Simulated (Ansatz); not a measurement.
# GaP: the cost of one run

Program: Ansatz 0.2.0. Level of theory: DFT PBE, scalar-relativistic, plane waves, PAW. These are calculated values, not measurements.

1 further run of the same task is left out (set aside as unsound or not needed).

### 1 Starting point

It takes space group F-43m (No. 216, cubic). Conventional cell: a = 5.505 Å, b = 5.505 Å, c = 5.505 Å, α = 90.00°, β = 90.00°, γ = 90.00°. Around Ga (site symmetry -43m) lie 4 P at 2.38 Å. P (site symmetry -43m) has 4 Ga at 2.38 Å in its first shell of neighbours.

Coordinates:

```cif
data_structure
_symmetry_space_group_name_H-M 'F-43m'
_symmetry_Int_Tables_number 216
_cell_length_a 5.5051
_cell_length_b 5.5051
_cell_length_c 5.5051
_cell_angle_alpha 90.000
_cell_angle_beta 90.000
_cell_angle_gamma 90.000
_cell_volume 166.84
loop_
_atom_site_label
_atom_site_type_symbol
_atom_site_symmetry_multiplicity
_atom_site_Wyckoff_symbol
_atom_site_fract_x
_atom_site_fract_y
_atom_site_fract_z
_atom_site_occupancy
Ga1 Ga 4 a 0.00000 0.00000 0.00000 1
P1 P 4 c 0.25000 0.25000 0.25000 1
```

It is the result of an earlier relaxation at this level (volume 20.85 Å³/atom; gap on the mesh: 1.58 eV).

### 2 Cutting the slab

Planes are indexed in the bulk's conventional cell (F-43m (No. 216)), a = 5.505 Å, b = 5.505 Å, c = 5.505 Å, α = 90.00°, β = 90.00°, γ = 90.00°.

A (110) slab, 5.8 Å thick as cut, with 17 Å of vacuum, in a 2×1 surface cell; its outer planes are GaP (top) and GaP (bottom).

The slab as cut. Layers, bottom to top:

```
plane  atoms per cell  height over the lowest (Å)
    1           Ga2P2                        0.00
    2           Ga2P2                        1.95
    3           Ga2P2                        3.89
    4           Ga2P2                        5.84
```

### 3 The clean surface, relaxed

Input file input.yaml:

```yaml
crystal:
  lattice:
    - [7.7853497811, 0.0, 0.0]
    - [0.0, 5.5050736241, 0.0]
    - [0.0, 0.0, 22.8390123358]
  atoms:
    - { symbol: Ga, position: [0.25, 0.5, 0.3721702092] }
    - { symbol: Ga, position: [0.75, 0.5, 0.3721702092] }
    - { symbol: P, position: [0.5, 0.25, 0.3721702092] }
    - { symbol: P, position: [0.0, 0.25, 0.3721702092] }
    - { symbol: Ga, position: [0.5, 0.0, 0.4573900697] }
    - { symbol: Ga, position: [0.0, 0.0, 0.4573900697] }
    - { symbol: P, position: [0.75, 0.75, 0.4573900697] }
    - { symbol: P, position: [0.25, 0.75, 0.4573900697] }
    - { symbol: Ga, position: [0.75, 0.5, 0.5426099303] }
    - { symbol: Ga, position: [0.25, 0.5, 0.5426099303] }
    - { symbol: P, position: [0.0, 0.25, 0.5426099303] }
    - { symbol: P, position: [0.5, 0.25, 0.5426099303] }
    - { symbol: Ga, position: [0.0, 0.0, 0.6278297908] }
    - { symbol: Ga, position: [0.5, 0.0, 0.6278297908] }
    - { symbol: P, position: [0.25, 0.75, 0.6278297908] }
    - { symbol: P, position: [0.75, 0.75, 0.6278297908] }
basis:
  ecutwfc: 420
kpoints:
  mp_grid: { grid: [4, 5, 1] }
hamiltonian:
  xc: pbe
scf:
  occupations: { method: gaussian, width: 0.05 }
output:
  forces: true
  eigenvalues: true
  write_density: true
  write_potential: true
  elf: true
  volumetric_format: npy
relax:
  adjacent_minimum: "off"
  f_tol: 0.03
  max_steps: 70
  constraints: [{ sites: [0, 1, 2, 3, 4, 5, 6, 7] }]
efield:
  axis: 3
  dipole_correction: true
  ramp_width: 0.04
```

The run is started by

```
> ansatz run input.yaml --threads 4 --pin off --max-ram 10240MiB --backend cpu --events-out ev --progress --plain --runs-dir out
```

**Question.** How long does this run take on 4 threads of Intel Xeon Platinum 8375C at 2.90GHz (Ice Lake), shared host, and how much memory does it need?

About 2.6 min, with a peak of 2.2 GiB.
